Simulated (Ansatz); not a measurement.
MgS (Niningerite):

```xyz
2
Lattice="0.0000 2.6016 2.6016 2.6016 0.0000 2.6016 2.6016 2.6016 0.0000" Properties=species:S:1:pos:R:3 pbc="T T T"
S     2.6016    2.6016    2.6016
Mg    0.0000    0.0000    0.0000
```

| Quantity | Value |
| --- | --- |
| Program | Ansatz 0.2.0 |
| Task | relaxation of cell and atoms |
| Functional | PBEsol |
| Dispersion | D3(BJ)-ATM |
| Potentials or basis | Ansatz PAW |
| Cutoff | 420 eV (not typed: the program's choice for these potentials) |
| k mesh | 9 × 9 × 9 |
| Occupations | fermi-dirac, width 0.05 eV |
| Spin | no spin polarisation |

At the start: volume 17.61 Å³/atom.

**Question.** Where does the relaxation end?

**Answer.** It ends after 4 steps and the volume is 16.85 Å³/atom (-4.3 %); space group Fm-3m (No. 225, to 0.05 Å).

Step by step:
```csv
step,energy change (eV),largest force (eV/Å),volume (Å³)
1,0.0000,0.0000,35.22
2,-0.0161,0.0000,33.93
3,-0.0165,0.0000,33.69
4,-0.0164,0.0000,33.69
```

Final structure:
```yaml
crystal:
  lattice:
    - [0.00000, 2.56346, 2.56346]
    - [2.56346, 0.00000, 2.56346]
    - [2.56346, 2.56346, 0.00000]
  atoms:
    - { symbol: S, position: [0.50000, 0.50000, 0.50000] }
    - { symbol: Mg, position: [0.00000, 0.00000, 0.00000] }
```

Caveat: the plane-wave basis is chosen anew once the cell has moved, so the energies of steps on either side of that aren't comparable; the PAW data sets come from PBE, with cores solved anew for the run's functional, which leaves a small shift of forces and pressure.
